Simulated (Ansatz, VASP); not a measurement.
# Ti: VASP beside Ansatz

INCAR

```
PREC = Accurate ; ENCUT = 520
EDIFF = 1E-7 ; ISMEAR = 1
SIGMA = 0.01 ; LREAL = False
LASPH = True ; NELM = 80
ALGO = Normal ; ISIF = 2
LWAVE = False ; LCHARG = False
GGA = CA ; NBANDS = 19
```

File KPOINTS:

```
regular mesh
0
Gamma
  13 13 7
```

The input POSCAR:

```
Ti
1.0
    2.8638698861      0.0000000000      0.0000000000
   -1.4319349430      2.4801840745      0.0000000000
    0.0000000000      0.0000000000      4.5399943151
Ti
2
Direct
    0.3333333333      0.6666666667      0.2500000000
    0.6666666667      0.3333333333      0.7500000000
```

Input for Ansatz:

```yaml
crystal:
  lattice:
    - [2.8638698861, 0.0, 0.0]
    - [-1.431934943, 2.4801840745, 0.0]
    - [0.0, 0.0, 4.5399943151]
  atoms:
    - { symbol: Ti, position: [0.3333333333, 0.6666666667, 0.25] }
    - { symbol: Ti, position: [0.6666666667, 0.3333333333, 0.75] }
hamiltonian:
  xc: lda
  pseudopotentials:
    kind: paw
    azcp:
      Ti: "pseudopotentials/Ti.paw.azcp"
basis:
  ecutwfc: 420
  fft_grid_basis: typed
kpoints:
  mp_grid: { grid: [13, 13, 7], shift: [0, 0, 0] }
magnetization:
  spin_polarized: false
scf:
  occupations: { method: cold, width: 0.01 }
  lower_state_search: "off"
output:
  stress: true
```

Alike in both runs: task single point; functional LDA; k mesh 13 × 13 × 7; no spin polarisation.

|  | VASP | Ansatz |
| --- | --- | --- |
| version | VASP 6.6.1 | Ansatz 0.2.0 |
| potentials or method | VASP PAW LDA potentials, release 64 (Ti_sv) | plane waves (420 eV) with PAW, scalar-relativistic |
| plane-wave cutoff (eV) | 520 | 420 |
| occupations | methfessel-paxton of order 1, width 0.01 eV | cold, width 0.01 eV |
| valence electrons in the cell | 24 | 24 |

VASP gave:

* pressure (GPa): -0.4
* largest component of the traceless stress (GPa): 0.42

Q: What did Ansatz give for the same quantities?

A: Pressure (GPa): -0.2; largest component of the traceless stress (GPa): 0.43.

Ansatz warned: «pseudo_functional_mismatch».
